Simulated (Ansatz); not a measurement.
The system is Zn.

```
CELL_PARAMETERS angstrom
-1.52603 1.52603 1.52603
1.52603 -1.52603 1.52603
1.52603 1.52603 -1.52603
ATOMIC_POSITIONS crystal
Zn 0.00000 0.00000 0.00000
```

This isn't the form of Zn at room conditions, which is hcp.

The cell isn't the ideal one: volume scaled by 0.92.

```yaml
Program: Ansatz 0.2.0
Task: relaxation of cell and atoms
Functional: BLYP
Dispersion: D3(BJ)+ATM
Potentials_or_basis: Ansatz PAW polarizable
Cutoff: 420 eV
Density_cutoff: 1680 eV
k_mesh: 12 × 12 × 12
Occupations: cold, width 0.025 eV
Spin: collinear spin, ferromagnetic start
Starting_moments: "[0.5] μB"
```

At the start: pressure 3.0 GPa; volume 14.22 Å³/atom.

How do energy, volume and symmetry change on relaxing?

Over 7 steps the energy falls by 4.8 meV/atom and the volume is 14.78 Å³/atom (+4.0 %); space group Im-3m (No. 229, to 0.05 Å); moment 0.00 μB per cell.

The path:
| step | energy change (eV) | largest force (eV/Å) | pressure (GPa) | volume (Å³) |
| --- | --- | --- | --- | --- |
| 1 | 0.0000 | 0.0000 | 2.99 | 14.22 |
| 2 | -0.0019 | 0.0000 | 2.30 | 14.33 |
| 3 | -0.0041 | 0.0000 | 1.15 | 14.53 |
| 4 | -0.0048 | 0.0000 | -0.14 | 14.79 |
| 5 | -0.0048 | 0.0000 | -0.13 | 14.78 |
| 6 | -0.0048 | 0.0000 | -0.12 | 14.78 |
| 7 | -0.0048 | 0.0000 | -0.10 | 14.78 |

Final structure:
```
Zn
1.0
    -1.54587    1.54587    1.54587
     1.54587   -1.54587    1.54587
     1.54587    1.54587   -1.54587
Zn
1
Cartesian
  0.0000 0.0000 0.0000
```

Caveat: the potentials were made for another functional, which shifts forces and pressure; the starting moments weren't kept; the thresholds are loose for stress.
